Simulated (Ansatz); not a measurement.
# CaO (Fm-3m) in Ansatz: settings compared, part 2 of 2

Ansatz 0.2.0. Earlier steps stand in the parts before.

## (4) Phonons, PBEsol

The input, input.yaml:

```yaml
crystal:
  lattice:
    - [0.0, 2.403555696, 2.403555696]
    - [2.403555696, 0.0, 2.403555696]
    - [2.403555696, 2.403555696, 0.0]
  atoms:
    - { symbol: Ca, position: [0.0, 0.0, 0.0] }
    - { symbol: O, position: [0.5, 0.5, 0.5] }
hamiltonian:
  xc: pbesol
  pseudopotentials: { kind: paw }
kpoints:
  mp_grid: { grid: [7, 7, 7] }
scf:
  occupations: { method: fixed }
phonons:
  method: dfpt
  dielectric: true
  rigid_motions: translations
  qmesh: [2, 2, 2]
  temperatures: { t_max: 1000, t_step: 100 }
  qpath:
    path:
      - [[0.0, 0.0, 0.0], [0.5, 0.0, 0.5], [0.5, 0.25, 0.75], [0.375, 0.375, 0.75], [0.0, 0.0, 0.0], [0.5, 0.5, 0.5], [0.625, 0.25, 0.625], [0.5, 0.25, 0.75], [0.5, 0.5, 0.5], [0.375, 0.375, 0.75]]
      - [[0.625, 0.25, 0.625], [0.5, 0.0, 0.5]]
    npoints: 8
```

Potentials or basis: Ansatz PAW.

On the command line:

```console
ansatz run input.yaml --threads 2 --pin off --max-ram 5632MiB --backend cpu --events-out ev --progress --plain --runs-dir out
```

The program printed:

```text
Warning: the 7x7x7 k mesh does not hold 7 of the 8 requested q, among them q = (0, 0, -0.5) of phonons.qmesh (the mesh's divisions times q: (0, 0, -3.5)), which it misses. Where each spin channel of the converged state fills one whole number of bands, its own, at every k and k + q (a gapped crystal under scf.occupations.method: fixed, without spin polarisation, is such a state), the run solves such a q all the same, unless at one of those points the solve does not resolve a channel's highest filled band from its lowest empty one, which the run refuses. Under fixed, such a level at k + q alone can be filled evenly and the q solved. (A deck that smears also gets another warning, for the case where the state has partly filled bands and the run refuses instead; the finer mesh named there holds every requested q in both cases.) The frequencies at such a q can be far from converged at a cutoff and a k mesh at which those at every q on the mesh look sound, and no residual printed for that q shows it. By this code's own reading, close to the zone centre a longitudinal mode feels the field of what the charges at that q miss their sum rule by, which dies only as the k mesh converges (phonons.dielectric: true does not show it: what its charges miss the rule by is not the k mesh's). Close to the zone centre an acoustic frequency is small, so that the error which scf.convergence.dr2_threshold leaves can be large beside it, whatever the k mesh. On a coarse k mesh these two do not account for the whole error. At q on the mesh, agreement between cutoffs or with finite displacements says nothing of such a q. Set kpoints.mp_grid.grid to [8, 8, 8] (the nearest finer one of its shape that holds every requested q; a coarser one that holds them is less converged in the k mesh), or request only what the mesh holds: a phonons.qmesh that divides it on every axis, and phonons.qpoints at whole multiples of one over its divisions, as fractions or to nine digits, the zone centre as exact zeros. Or, where the run solves it, keep q and converge basis.ecutwfc and the k mesh at this q itself; a dispersion between mesh points is phonons.qpath's, interpolated from a phonons.qmesh that the k mesh holds. (Under kpoints.mp_grid.kspacing, state the divisions in grid instead.) On the mesh or off it, a q close to the zone centre keeps the error that scf.convergence.dr2_threshold leaves: see that key's entry in the input reference.
[... 136 lines left out ...]
  largest difference from the sums on the solved wave vectors: F 4.18e-2 eV, S 7.45e-5 and C_V 3.19e-5 eV/K
  zero-point energy: 0.102852 eV/cell   skipped modes (ω ≤ 0): 3   left out of the sums: 4.70e-5 of the cell's modes: C_V's classical limit lies that fraction below 3 k_B per atom; for a crystal, a wire or a layer, F and S can be off by more, and a phonons.interpolated_qmesh denser along its periods is the remedy for the sampling
```

phbands.tsv:

```text
# q_distance	omega_0_inv_cm	omega_1_inv_cm	omega_2_inv_cm	omega_3_inv_cm	omega_4_inv_cm	omega_5_inv_cm	omega_0_thz	omega_1_thz	omega_2_thz	omega_3_thz	omega_4_thz	omega_5_thz
[... 82 lines left out ...]
8.101457	194.450084	230.615977	274.138218	281.242246	303.682478	370.972611	5.829467	6.913693	8.218457	8.431430	9.104172	11.121479
8.159221	196.107384	220.593546	274.747886	280.892675	295.533027	374.510783	5.879151	6.613228	8.236734	8.420951	8.859857	11.227551
8.216986	197.409299	211.821198	275.129016	280.577888	288.952887	377.383053	5.918182	6.350240	8.248160	8.411513	8.662590	11.313659
8.274750	198.345251	204.968051	275.350700	280.330047	284.101623	379.501254	5.946241	6.144788	8.254806	8.404083	8.517152	11.377161
8.332515	198.908912	200.598951	275.463303	280.172184	281.123032	380.799415	5.963139	6.013805	8.258182	8.399351	8.427856	11.416079
8.390279	199.097111	199.097111	275.497418	280.118043	280.118043	381.236737	5.968781	5.968781	8.259205	8.397728	8.397728	11.429190
```

Wall time 84 s (2 threads of Arm Neoverse V1, shared host); peak memory 0.6 GiB.

Results:

| Property | Result |
| --- | --- |
| Free energy | -2358.0987 eV |
| Band gap on the k mesh | 3.65 eV, indirect (least direct gap 4.03 eV) |
| Electronic dielectric tensor (diagonal) | 3.84 |
| Born charges (mean of the diagonal) | Ca +2.37; O -2.37 e |
| Highest phonon frequency, LO-TO splitting left out | 457 cm⁻¹ |
| Static dielectric tensor (diagonal) | 17.25 |

Phonon frequencies in cm⁻¹ (negative: imaginary):
```tsv
q point	frequencies
(0.000, 0.000, 0.000)	0 0 0 255 255 255
(0.000, 0.000, -0.500)	169 169 292 292 363 457
(0.000, -0.500, -0.500)	199 199 276 280 280 381
```

Electronic dielectric tensor:
```
3.84 0.00 0.00
0.00 3.84 0.00
0.00 0.00 3.84
```

Born effective charge tensors (e):
atom 1, Ca
```
2.37 0.00 0.00
0.00 2.37 0.00
0.00 0.00 2.37
```
atom 2, O
```
-2.37  0.00  0.00
 0.00 -2.37  0.00
 0.00  0.00 -2.37
```

Static dielectric tensor, electrons and zone-centre modes:
```
17.25  0.00  0.00
 0.00 17.25  0.00
 0.00  0.00 17.25
```

Caveat: odd divisions of the mesh miss points on the zone boundary, where band edges often lie, so the gap on the mesh can be too wide; the q mesh is small, so phonon branches between its points and thermal values are rough; the PAW data sets come from PBE, with cores solved anew for the run's functional, which leaves a small shift of forces and pressure. Expect the measured gap to be larger: semilocal functionals such as PBEsol lack the derivative discontinuity.

## (5) Elastic constants, PBEsol

The input, input.yaml:

```yaml
crystal:
  lattice:
    - [0.0, 2.403555696, 2.403555696]
    - [2.403555696, 0.0, 2.403555696]
    - [2.403555696, 2.403555696, 0.0]
  atoms:
    - { symbol: Ca, position: [0.0, 0.0, 0.0] }
    - { symbol: O, position: [0.5, 0.5, 0.5] }
hamiltonian:
  xc: pbesol
  pseudopotentials: { kind: paw }
kpoints:
  mp_grid: { grid: [7, 7, 7] }
scf:
  occupations: { method: fixed }
output:
  forces: true
  stress: true
elastic:
  mode: relaxed_ion
  stencil: two_point
```

On the command line:

```console
ansatz run input.yaml --threads 2 --pin off --max-ram 5632MiB --backend cpu --events-out ev --progress --plain --runs-dir out
```

It took 2.9 s on 2 threads of Arm Neoverse V1, shared host; peak memory 0.29 GiB.

It converged, with:

```yaml
Free_energy: -2358.0989 eV
Pressure: -2.7 GPa
Band_gap_on_the_k_mesh: 3.65 eV, indirect (least direct gap 4.03 eV)
Elastic_constants_C11_C12_C44: 200, 55, 77 GPa
Voigt_bulk_modulus: 103 GPa
```

Levels at points of the mesh, in eV from the valence-band top:
```csv
k point,band 4,band 5,band 6,band 7,band 8,band 9,band 10,band 11,band 12
"(0.00, 0.00, 0.00)",-18.23,-15.43,0.00,0.00,0.00,4.57,6.21,6.21,6.21
```

Elastic tensor in Voigt notation (GPa, in the Cartesian axes of the cell as first typed):
```
200  55  55   0   0   0
 55 200  55   0   0   0
 55  55 200   0   0   0
  0   0   0  77   0   0
  0   0   0   0  77   0
  0   0   0   0   0  77
```

Caveat: odd divisions of the mesh miss points on the zone boundary, where band edges often lie, so the gap on the mesh can be too wide; the pressure holds a Pulay correction of +0.4 GPa for the finite cutoff; the PAW data sets come from PBE, with cores solved anew for the run's functional, which leaves a small shift of forces and pressure.

## (6) Born charges and dielectric tensor, PBEsol

Changes to input.yaml since step 5:

```diff
@@ -12,3 +12,3 @@
 kpoints:
-  mp_grid: { grid: [7, 7, 7] }
+  mp_grid: { grid: [10, 10, 10] }
 scf:
@@ -16,6 +16,4 @@
 output:
-  forces: true
-  stress: true
-elastic:
-  mode: relaxed_ion
-  stencil: two_point
+  eigenvalues: true
+dielectric:
+  method: response
```

Potentials or basis: Ansatz PAW.

On the command line:

```console
ansatz run input.yaml --threads 2 --pin off --max-ram 5632MiB --backend cpu --events-out ev --progress --plain --runs-dir out
```

The program printed:

```text
Warning: RAYON_NUM_THREADS=2 ignored (pool sized by the plan → 2); use --threads N
[... 4 set-up lines as earlier in the session ...]
Functional definition: PBEsol
  exchange = pbesol_x
  correlation = pbesol_c
Crystal: 2 atoms, lattice volume = 27.771 Å³
Basis set: ecut = 420 eV, 537 PW (Γ), exchange–correlation on 48×48×48 points (8 copies of the dense FFT grid, shifted against one another)
Bands: 12, of which v1, the nominal top of the filled ones, is band 8 counted from 1 (7 counted from 0)
[... 1 set-up line as earlier in the session ...]
k-points: 102 of 1000 (irreducible under 8 space group operations, time reversal used)
[... 1 set-up line as earlier in the session ...]
[... 45 lines left out ...]
--- Band table (eV; the first three rows and the last of 102) ---
  k-point 0: bands = ["-29.8558", "-10.7007", "-10.7007", "-10.7007", "-7.8960", "7.5328", "7.5328", "7.5328", "12.1073", "13.7408", "13.7408", "13.7408"]
  k-point 1: bands = ["-29.8458", "-10.8474", "-10.7060", "-10.7060", "-7.7429", "7.1627", "7.3932", "7.3932", "12.5720", "13.6995", "13.9141", "13.9141"]
  k-point 2: bands = ["-29.8194", "-11.1780", "-10.7198", "-10.7198", "-7.3949", "6.3780", "7.0579", "7.0579", "13.5388", "13.7952", "14.3934", "14.3934"]
  k-point 101: bands = ["-29.7172", "-11.1897", "-11.1246", "-11.0704", "-7.2902", "6.3173", "6.3538", "6.5994", "12.9947", "14.6299", "15.9233", "17.1372"]
--- Dielectric response (ions clamped): 1 representative field direction + reference, on 102 of 1000 k-points (Σ response iterations 7) ---
  k mesh reduced under 8 symmetry operations, with k and −k counted as one. Each operation leaves every solved perturbation unchanged. A smaller set is not considered because the run solves the response to a homogeneous field
  ε∞ (high-frequency dielectric tensor):
        3.844800    -0.000000     0.000000
       -0.000000     3.844800    -0.000000
       -0.000000     0.000000     3.844800
  Born effective charges Z* (e; rows j = field, columns β = displacement):
    site 0:
         2.35226    0.00000   -0.00000
         0.00000    2.35226   -0.00000
         0.00000   -0.00000    2.35226
    site 1:
        -2.35226   -0.00000    0.00000
        -0.00000   -2.35226    0.00000
         0.00000    0.00000   -2.35226
  Z* charge neutrality: 6.198e-6 e pre-enforcement
  k-mesh period / interband length: 34.0 Å / 1.43 Å = 23.84 at k = (0.0000, 0.0000, 0.0000), direct gap 4.574 eV — 14 or more, which is no proof of convergence
```

Run time: 5.2 s. Hardware: 2 threads of Arm Neoverse V1, shared host; peak memory 0.35 GiB.

Results:

```yaml
Free_energy: -2358.0989 eV
Band_gap_on_the_k_mesh: 3.56 eV, indirect (least direct gap 3.93 eV)
Electronic_dielectric_tensor_diagonal: 3.84
Born_charges_mean_of_the_diagonal: Ca +2.35; O -2.35 e
```

Levels at points of the mesh, in eV from the valence-band top:
```tsv
k point	band 5	band 6	band 7	band 8	band 9	band 10	band 11	band 12
(0.00, 0.00, 0.00)	-15.43	0.00	0.00	0.00	4.57	6.21	6.21	6.21
(0.00, 0.00, -0.50)	-14.20	-2.68	-1.21	-1.21	7.02	8.33	8.38	8.38
(0.00, -0.50, -0.50)	-15.19	-1.32	-0.38	-0.38	3.56	8.05	8.93	9.60
(-0.50, 0.00, -0.50)	-15.19	-1.32	-0.38	-0.38	3.56	8.05	8.93	9.60
```

Electronic dielectric tensor:
```
3.84 0.00 0.00
0.00 3.84 0.00
0.00 0.00 3.84
```

Born effective charge tensors (e):
atom 1, Ca
```
2.35 0.00 0.00
0.00 2.35 0.00
0.00 0.00 2.35
```
atom 2, O
```
-2.35  0.00  0.00
 0.00 -2.35  0.00
 0.00  0.00 -2.35
```

Caveat: the PAW data sets come from PBE, with cores solved anew for the run's functional, which leaves a small shift of forces and pressure. Expect the measured gap to be larger: semilocal functionals such as PBEsol lack the derivative discontinuity.

## (7) Overview

```tsv
task	level	k mesh	atoms under strain	q mesh	points for each segment of the path	gap on the mesh (eV)	pressure (GPa)
elastic constants	PBE	7 × 7 × 7	clamped	-	-	3.75	1.6
Born charges and dielectric tensor	PBE	10 × 10 × 10	-	-	-	3.65	-
phonons	PBEsol	7 × 7 × 7	-	2 × 2 × 2	8	3.65	-
elastic constants	PBEsol	7 × 7 × 7	relaxed	-	-	3.65	-2.7
Born charges and dielectric tensor	PBEsol	10 × 10 × 10	-	-	-	3.56	-
```

Alike in all rows: potentials or basis Ansatz PAW; no spin polarisation; cell as given; cutoff (eV) 420; smearing fixed.

On the cell as given the gap runs from 3.56 eV (PBEsol) to 3.75 eV (PBE); the meshes differ, which moves gaps too.

Caveats: odd divisions of the mesh miss points on the zone boundary, where band edges often lie, so the gap on the mesh can be too wide (some runs); the PAW data sets come from PBE, with cores solved anew for the run's functional, which leaves a small shift of forces and pressure (some runs).

Absolute energies hang on the potentials; compare differences alone.
